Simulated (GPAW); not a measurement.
# GaN (P6_3mc) in GPAW: notebook, part 2 of 2

GPAW 26.7.0.

### 3 Band structure, PBEint, spin-orbit coupling, no magnetisation

The input, run.py:

```python
import numpy as np
from ase import Atoms
from ase.dft.bandgap import bandgap
from ase.io import write
from ase.units import GPa
from gpaw import GPAW, PW, setup_paths
from gpaw.spinorbit import soc_eigenstates

setup_paths.insert(0, '.')

atoms = Atoms(['Ga', 'Ga', 'N', 'N'],
              cell=[[3.18, 0.0, 0.0],
                    [-1.59, 2.753960784, 0.0],
                    [0.0, 0.0, 5.166]],
              scaled_positions=[[0.6666666667, 0.3333333333, 0.5],
                                [0.3333333333, 0.6666666667, 0.0],
                                [0.6666666667, 0.3333333333, 0.875],
                                [0.3333333333, 0.6666666667, 0.375]],
              pbc=True)

calc = GPAW(mode=PW(800),
            xc='GGA_X_PBEINT+GGA_C_PBEINT',
            kpts={'size': (7, 7, 4), 'gamma': True},
            occupations={'name': 'fermi-dirac', 'width': 0.05},
            nbands=18,
            convergence={'density': 1e-05, 'energy': 1e-05},
            maxiter=150,
            txt='gpaw.txt')
atoms.calc = calc
energy = atoms.get_potential_energy()
forces = atoms.get_forces()
stress = atoms.get_stress()
calc.write('gs.gpw')
write('result.traj', atoms)
print(f'Energy: {energy:.6f} eV')
print('Forces (eV/A):')
print(forces.round(4))
print('Stress (GPa):', (stress / GPa).round(3))
print('Fermi level:', round(calc.get_fermi_level(), 4), 'eV')
print(f'Gap: {bandgap(calc)[0]:.4f} eV, direct: {bandgap(calc, direct=True)[0]:.4f} eV')

path = atoms.cell.bandpath('GMKGALHA,LM,KH', npoints=80, eps=1e-4)
bs_calc = calc.fixed_density(kpts=path, symmetry='off', nbands=29,
                             convergence={'bands': 'CBM+6.0', 'eigenstates': 1e-6}, txt='bands.txt')
bs = bs_calc.band_structure()
bs.write('bs.json')
print(f'Gap on the path: {bandgap(bs_calc)[0]:.4f} eV')

soc = soc_eigenstates(bs_calc, theta=0, phi=0)
np.savetxt('soc_bands.dat', soc.eigenvalues(), fmt='%.4f')
mesh = soc_eigenstates('gs.gpw', theta=0, phi=0)
np.savetxt('soc_mesh.dat', mesh.eigenvalues(), fmt='%.4f')
print('Fermi level with spin-orbit coupling:', round(mesh.fermi_level, 4), 'eV')
```

Potentials or basis: PAW data sets generated in the run's folder for this functional, pw.

On the command line:

```sh
$ gpaw-setup -f GGA_X_PBEINT+GGA_C_PBEINT Ga N
$ OMP_NUM_THREADS=1 python run.py
```

gpaw.txt:

```text
__  _  _
 | _ |_)|_||  |
 |__||  | ||/\| - 26.7.0

Input parameters:
  mode=PW(ecut=800.0),
  convergence={'density': 1e-05, 'energy': 1e-05},
  kpts=MonkhorstPack(size=(7, 7, 4), gamma=True),
  maxiter=150,
  nbands=18,
  occupations=Occupations(name='fermi-dirac', width=0.05),
  xc=XC(name='GGA_X_PBEINT+GGA_C_PBEINT')

Diagonalizing LCAO Hamiltonian
Converting LCAO to pw mode

           N

           Ga
        N

        Ga

Atoms  # Å, Bohr magnetons
|   | symbol |         x |        y |        z |    initial magnetic moments |
|---|--------|-----------|----------|----------|-----------------------------|
| 0 |     Ga |  1.590000 | 0.917987 | 2.583000 | ( 0.0000,  0.0000,  0.0000) |
| 1 |     Ga | -0.000000 | 1.835974 | 0.000000 | ( 0.0000,  0.0000,  0.0000) |
| 2 |      N |  1.590000 | 0.917987 | 4.520250 | ( 0.0000,  0.0000,  0.0000) |
| 3 |      N | -0.000000 | 1.835974 | 1.937250 | ( 0.0000,  0.0000,  0.0000) |

Unit cell  # Å
| periodic |         x |        y |        z |  lengths |     angles |
|----------|-----------|----------|----------|----------|------------|
|      yes |  3.180000 | 0.000000 | 0.000000 | 3.180000 |  90.000000 |
|      yes | -1.590000 | 2.753961 | 0.000000 | 3.180000 |  90.000000 |
|      yes |  0.000000 | 0.000000 | 5.166000 | 5.166000 | 120.000000 |

Number of symmetries: 6
Symmetry operations  # r_c * U_cc + t_c -> r_c
|   | kind |            matrix            |
|---|------|------------------------------|
| 0 |  σ   |  1, 1, 0,  0,-1, 0,  0, 0, 1 |
| 1 |  E   |  1, 0, 0,  0, 1, 0,  0, 0, 1 |
| 2 |  C3  |  0, 1, 0, -1,-1, 0,  0, 0, 1 |
| 3 |  σ   |  0,-1, 0, -1, 0, 0,  0, 0, 1 |
| 4 |  σ   | -1, 0, 0,  1, 1, 0,  0, 0, 1 |
| 5 |  C3  | -1,-1, 0,  1, 0, 0,  0, 0, 1 |

BZ-sampling:
  Number of BZ points: 196
  Number of IBZ points: 28

  Monkhorst-Pack size: [7, 7, 4]
  Monkhorst-Pack shift: [0.0, 0.0, 0.125]

K-points  # in reciprocal-cell coordinates
|     |                                coordinates |     weight |
|-----|--------------------------------------------|------------|
|   0 | (  0.00000000,   0.00000000,   0.00000000) | 0.00510204 |
|   1 | (  0.00000000,   0.00000000,   0.25000000) | 0.01020408 |
|   2 | (  0.00000000,   0.00000000,   0.50000000) | 0.00510204 |
|   3 | (  0.14285714,   0.00000000,  -0.25000000) | 0.03061224 |
|   4 | (  0.14285714,   0.00000000,   0.00000000) | 0.03061224 |
|   5 | (  0.14285714,   0.00000000,   0.25000000) | 0.03061224 |
|   6 | (  0.14285714,   0.00000000,   0.50000000) | 0.03061224 |
|   7 | (  0.28571429,  -0.14285714,   0.00000000) | 0.03061224 |
|   8 | (  0.28571429,  -0.14285714,   0.25000000) | 0.06122449 |
|   9 | (  0.28571429,  -0.14285714,   0.50000000) | 0.03061224 |
| ... |                                            |            |
|  27 | (  0.42857143,   0.42857143,   0.50000000) | 0.03061224 |

Plane wave coefficients: 2352
Cutoff: 800.0 eV

Spin-components: 1 (collinear spins)
Bands:           18
Projectors:      20
Spin-degeneracy: 2
Datatype:        complex128

Parallelization:
  kpt:    1
  domain: 1
  band:   1

Density:
  Valence electrons: 16.0
  Components: 1
  Grid points: [21 21 35]
  Charge: 0.0  # |e|

Potential:
  Grid points: [21 21 35]

species:
  Ga:
    name:    Gallium
    Z:       31.0
    valence: 3
    core:    28
    charge:  0.0  # [|e|]
    compensation charges:
      type: gauss
      rc: 0.37  # [Å]
      lmax: 2
    cutoffs:
      filter: 2.06  # [Å]
      core: 4.17  # [Å]
    projectors
    | kind |    occ | energy [eV] | rcut [Å] |
    |------|--------|-------------|----------|
    |   4s |  2.000 |      -8.887 |    1.164 |
    |   4p |  1.000 |      -2.524 |    1.164 |
    |    s |        |      18.325 |    1.164 |
    |    p |        |      24.688 |    1.164 |
    |    d |        |       0.000 |    1.164 |

    Using partial waves for Ga as LCAO basis

  N:
    name:    Nitrogen
    Z:       7.0
    valence: 5
    core:    2
    charge:  0.0  # [|e|]
    compensation charges:
      type: gauss
      rc: 0.18  # [Å]
      lmax: 2
    cutoffs:
      filter: 1.11  # [Å]
      core: 0.96  # [Å]
    projectors
    | kind |    occ | energy [eV] | rcut [Å] |
    |------|--------|-------------|----------|
    |   2s |  2.000 |     -18.471 |    0.603 |
    |   2p |  3.000 |      -6.981 |    0.529 |
    |    s |        |       8.741 |    0.603 |
    |    p |        |      20.230 |    0.529 |
    |    d |        |       0.000 |    0.577 |

    Using partial waves for N as LCAO basis

Reference energy: -108645.803894  # eV

eigensolver:
  PPCG
  Converge bands: occupied
  niter=2

density mixing:
  MSR1-Mixer
  Pratt-step length: 0.05
  Maximum mixing coefficient: 0.75
  Old densities: 10
  SVD Regularization: 0.005
  Good broyden scale: 1.0
  Trust region scale: 1.0
  Backstep threshold: 4.0
  History deletion threshold: 6.0
  Fourier metric: weight=20.0, sigma=0.015

occupation numbers:
  Fermi-Dirac:
    width: 0.0500  # eV

poisson solver:
  ecut: 6400.0  # eV

xc functional:
  name: GGA_X_PBEINT+GGA_C_PBEINT with 2 nearest neighbor stencil

convergence criteria:
- Maximum integral of absolute [dens]ity change: 1e-05 electrons / valence electron
- Maximum [total energy] change in last 3 cyles: 1e-05 eV / valence electron
- Maximum integral of absolute [eigenst]ate change: 4e-08 eV^2 / valence electron
maximum number of iterations: 150

SCF iterations
|iter     | |      energy | eigst |  dens |
|---------|-|-------------|-------|-------|
|iter:   1| |  -28.559465 | -0.15 |       |
|iter:   2| |  -27.650442 | -1.86 | -0.58 |
|iter:   3| |  -25.166866 | -0.55 | -0.63 |
|iter:   4| |  -25.167321 | -2.88 | -1.31 |
|iter:   5| |  -25.169486 | -3.45 | -1.58 |
|iter:   6| |  -25.169519 | -5.43 | -2.89 |
|iter:   7| |  -25.169541c| -6.12 | -3.21 |
|iter:   8| |  -25.169541c| -7.81c| -4.28 |
|iter:   9| |  -25.169541c| -7.79c| -4.71 |
|iter:  10| |  -25.169541c| -8.19c| -4.95 |
|iter:  11| |  -25.169541c| -9.35c| -5.87c|

Converged in 11 steps
Energy contributions relative to reference atoms: (reference = -108645.803894)

Energy contributions:
  Kinetic:          70.953117
  Coulomb:         -62.404905
  Zero:              0.290624
  External:          0.000000
  Xc:              -34.008377
  Entropy:          -0.000000
  Spinorbit:         0.000000
  ----------------------------
  Free energy:     -25.169541
  Extrapolated:    -25.169541

dipole moment: (-0.000024, -0.000039, -11.560363)  # |e|*Ang

Fermi level: 7.509
Eigenvalues  # (at kpt = [0.000, 0.000, 0.000])
| band index |      eig [eV] | occ [0-2] |
|------------|---------------|-----------|
|          0 |        -9.504 |     2.000 |
|          1 |        -7.090 |     2.000 |
|          2 |        -0.645 |     2.000 |
|          3 |         5.446 |     2.000 |
|          4 |         5.446 |     2.000 |
|          5 |         6.452 |     2.000 |
|          6 |         6.511 |     2.000 |
|          7 |         6.511 |     2.000 |
|          8 |         8.545 |     0.000 |
|          9 |        10.872 |     0.000 |
|         10 |        15.798 |     0.000 |
|         11 |        16.455 |     0.000 |
|         12 |        16.455 |     0.000 |
|         13 |        17.396 |     0.000 |
|         14 |        18.308 |     0.000 |
|         15 |        18.308 |     0.000 |
|        ... |               |           |
|         17 |        21.668 |     0.000 |

Gap: 2.034 eV
Transition (v -> c):
  (s=0, k=0, n=7, [0.00, 0.00, 0.00]) -> (s=0, k=0, n=8, [0.00, 0.00, 0.00])
No difference between direct/indirect transitions

Forces  # eV/Ang
|        x |        y |        z |
|----------|----------|----------|
|  0.00000 |  0.00000 | -0.18126 |  # Ga   0
| -0.00000 |  0.00000 | -0.18125 |  # Ga   1
| -0.00000 | -0.00000 |  0.18111 |  # N    2
|  0.00000 |  0.00000 |  0.18059 |  # N    3

Stress tensor  # eV/Ang^3
|         x |         y |         z |
|-----------|-----------|-----------|
| -0.068094 |  0.000000 |  0.000000 |
|  0.000000 | -0.068094 |  0.000000 |
|  0.000000 |  0.000000 | -0.081359 |

# Writing to gs.gpw (mode='')
```

Wall time 66 s (1 thread of Arm Neoverse V1, shared host); peak memory 0.36 GiB.

Results:

```yaml
Free_energy: -25.1695 eV
Pressure: 11.6 GPa
Largest_force: 0.181 eV/Å
Band_gap_on_the_k_mesh: 2.03 eV, direct
Band_gap_along_the_path: 2.03 eV, direct
```

Forces in eV/Å, atoms in the order of the input:
```
Ga   0.000  0.000 -0.181
Ga   0.000  0.000 -0.181
N    0.000  0.000  0.181
N    0.000  0.000  0.181
```

Levels at the corners of the path, in eV from the valence-band top:
| point | band 12 | band 13 | band 14 | band 15 | band 16 | band 17 | band 18 | band 19 | band 20 | band 21 |
| --- | --- | --- | --- | --- | --- | --- | --- | --- | --- | --- |
| Γ | -0.07 | -0.01 | -0.01 | 0.00 | 0.00 | 2.03 | 2.03 | 4.35 | 4.35 | 9.28 |
| M | -2.77 | -2.33 | -2.33 | -0.99 | -0.99 | 5.04 | 5.04 | 5.64 | 5.64 | 6.08 |
| K | -3.09 | -3.09 | -3.07 | -2.79 | -2.79 | 5.04 | 5.04 | 7.99 | 7.99 | 8.00 |
| Γ | -0.07 | -0.01 | -0.01 | 0.00 | 0.00 | 2.03 | 2.03 | 4.35 | 4.35 | 9.28 |
| A | -0.57 | -0.54 | -0.54 | -0.54 | -0.54 | 4.35 | 4.35 | 4.35 | 4.35 | 8.56 |
| L | -1.98 | -1.93 | -1.93 | -1.93 | -1.93 | 4.40 | 4.40 | 4.40 | 4.40 | 7.88 |
| H | -4.29 | -1.50 | -1.50 | -1.49 | -1.49 | 6.50 | 6.50 | 6.53 | 6.53 | 7.28 |
| A | -0.57 | -0.54 | -0.54 | -0.54 | -0.54 | 4.35 | 4.35 | 4.35 | 4.35 | 8.56 |
| L | -1.98 | -1.93 | -1.93 | -1.93 | -1.93 | 4.40 | 4.40 | 4.40 | 4.40 | 7.88 |
| M | -2.77 | -2.33 | -2.33 | -0.99 | -0.99 | 5.04 | 5.04 | 5.64 | 5.64 | 6.08 |
| K | -3.09 | -3.09 | -3.07 | -2.79 | -2.79 | 5.04 | 5.04 | 7.99 | 7.99 | 8.00 |
| H | -4.29 | -1.50 | -1.50 | -1.49 | -1.49 | 6.50 | 6.50 | 6.53 | 6.53 | 7.28 |

Caveat: spin-orbit coupling was added after a scalar SCF, so levels and gaps hold it while energy, forces, pressure and moments don't; this program's spin-orbit splittings come out too wide for heavy elements.

### 4 Band structure, M06-L, spin-orbit coupling, no magnetisation

The input, run.py:

```python
import numpy as np
from ase.dft.bandgap import bandgap
from ase.io import read, write
from ase.units import GPa
from gpaw import GPAW, PW
from gpaw.spinorbit import soc_eigenstates

atoms = read('POSCAR')

calc = GPAW(mode=PW(800),
            xc='M06-L',
            kpts={'size': (7, 7, 4), 'gamma': True},
            occupations={'name': 'fermi-dirac', 'width': 0.05},
            nbands=18,
            convergence={'density': 1e-05, 'energy': 1e-05},
            maxiter=150,
            txt='gpaw.txt')
atoms.calc = calc
energy = atoms.get_potential_energy()
forces = atoms.get_forces()
stress = atoms.get_stress()
calc.write('gs.gpw')
write('result.traj', atoms)
print(f'Energy: {energy:.6f} eV')
print('Forces (eV/A):')
print(forces.round(4))
print('Stress (GPa):', (stress / GPa).round(3))
print('Fermi level:', round(calc.get_fermi_level(), 4), 'eV')
print(f'Gap: {bandgap(calc)[0]:.4f} eV, direct: {bandgap(calc, direct=True)[0]:.4f} eV')

path = atoms.cell.bandpath('GMKGALHA,LM,KH', npoints=60, eps=1e-4)
bs_calc = calc.fixed_density(kpts=path, symmetry='off', nbands=29,
                             convergence={'bands': 'CBM+6.0', 'eigenstates': 1e-6}, txt='bands.txt')
bs = bs_calc.band_structure()
bs.write('bs.json')
print(f'Gap on the path: {bandgap(bs_calc)[0]:.4f} eV')

soc = soc_eigenstates(bs_calc, theta=90, phi=45, ignore_xc_potential=True)
np.savetxt('soc_bands.dat', soc.eigenvalues(), fmt='%.4f')
mesh = soc_eigenstates('gs.gpw', theta=90, phi=45, ignore_xc_potential=True)
np.savetxt('soc_mesh.dat', mesh.eigenvalues(), fmt='%.4f')
print('Fermi level with spin-orbit coupling:', round(mesh.fermi_level, 4), 'eV')
```

The input, POSCAR:

```
GaN
1.0
    3.1800000000      0.0000000000      0.0000000000
   -1.5900000000      2.7539607840      0.0000000000
    0.0000000000      0.0000000000      5.1660000000
Ga N
2 2
Direct
    0.6666666667      0.3333333333      0.5000000000
    0.3333333333      0.6666666667      0.0000000000
    0.6666666667      0.3333333333      0.8750000000
    0.3333333333      0.6666666667      0.3750000000
```

Potentials or basis: GPAW PAW data sets (gpaw-data 1.2.1), pw.

On the command line:

```sh
$ OMP_NUM_THREADS=1 python run.py
```

It took 4.3 min on 1 thread of Arm Neoverse V1, shared host; peak memory 0.38 GiB.

It converged, with:

* Free energy: -38.1088 eV
* Pressure: 16.6 GPa
* Largest force: 0.192 eV/Å
* Band gap on the k mesh: 2.14 eV, direct
* Band gap along the path: 2.14 eV, direct

Forces on the atoms (eV/Å):
```
Ga   0.000  0.000 -0.184
Ga   0.000  0.000 -0.186
N    0.000  0.000  0.187
N    0.000  0.000  0.192
```

Stress tensor (GPa, compression positive):
```
15.89  0.00  0.00
 0.00 15.89  0.00
 0.00  0.00 17.95
```

Levels at the corners of the path, in eV from the valence-band top:
| point | band 13 | band 14 | band 15 | band 16 | band 17 | band 18 | band 19 | band 20 |
| --- | --- | --- | --- | --- | --- | --- | --- | --- |
| Γ | -0.01 | -0.01 | 0.00 | 0.00 | 2.14 | 2.14 | 4.86 | 4.86 |
| M | -2.24 | -2.24 | -0.96 | -0.96 | 5.40 | 5.40 | 6.18 | 6.18 |
| K | -2.97 | -2.96 | -2.69 | -2.69 | 5.22 | 5.22 | 8.58 | 8.58 |
| Γ | -0.01 | -0.01 | 0.00 | 0.00 | 2.14 | 2.14 | 4.86 | 4.86 |
| A | -0.52 | -0.52 | -0.52 | -0.52 | 4.70 | 4.70 | 4.70 | 4.70 |
| L | -1.88 | -1.88 | -1.88 | -1.88 | 4.73 | 4.73 | 4.74 | 4.74 |
| H | -1.46 | -1.46 | -1.45 | -1.45 | 7.17 | 7.18 | 7.20 | 7.20 |
| A | -0.52 | -0.52 | -0.52 | -0.52 | 4.70 | 4.70 | 4.70 | 4.70 |
| L | -1.88 | -1.88 | -1.88 | -1.88 | 4.73 | 4.73 | 4.74 | 4.74 |
| M | -2.24 | -2.24 | -0.96 | -0.96 | 5.40 | 5.40 | 6.18 | 6.18 |
| K | -2.97 | -2.96 | -2.69 | -2.69 | 5.22 | 5.22 | 8.58 | 8.58 |
| H | -1.46 | -1.46 | -1.45 | -1.45 | 7.17 | 7.18 | 7.20 | 7.20 |

Caveat: spin-orbit coupling was added after a scalar SCF, so levels and gaps hold it while energy, forces, pressure and moments don't; this program's spin-orbit splittings come out too wide for heavy elements; so large a pressure means that the cell lies far from this level's equilibrium, or that cutoff or potentials fall short; the potentials were made for another functional, which shifts forces and pressure.

### 5 How close it comes

Step 3. Measured gap of GaN: 3.503 eV (direct; quoted in “Studying electronic properties in GaN without electrical contacts using γ-γ vs e−-γ Perturbed Angular Correlations”, 2019, pmc:6823545). This calculation gives 2.03 eV (-1.48 eV). The value is that of PBEint, without temperature or zero-point motion.

Step 4. Measured gap of GaN: 3.503 eV (direct; quoted in “Studying electronic properties in GaN without electrical contacts using γ-γ vs e−-γ Perturbed Angular Correlations”, 2019, pmc:6823545). This calculation gives 2.14 eV (-1.37 eV). The value is that of M06-L, without temperature or zero-point motion.
